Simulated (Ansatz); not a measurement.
SrF₂ (fluorite, Fm-3m), a = b = c = 5.791 Å, α = β = γ = 90.00°; the cell used has 3 atoms.

Relaxed with r²SCAN.

### Question
Decompose the optical modes at the zone centre into irreducible representations, and say which are infrared and Raman allowed.

### Answer
Point group m-3m: Γ_opt = T1u + T2g. Infrared: T1u. Raman: T2g.

### Question
Assign frequencies (DFPT, the program Ansatz at the r²SCAN level (PAW); without the LO–TO term).

### Answer
T1u 221, T2g 288 cm⁻¹.

The r²SCAN relaxation kept the symmetry of its start; phonons on a q-mesh show no instability.

Potentials: the later of the program's two PAW sets.
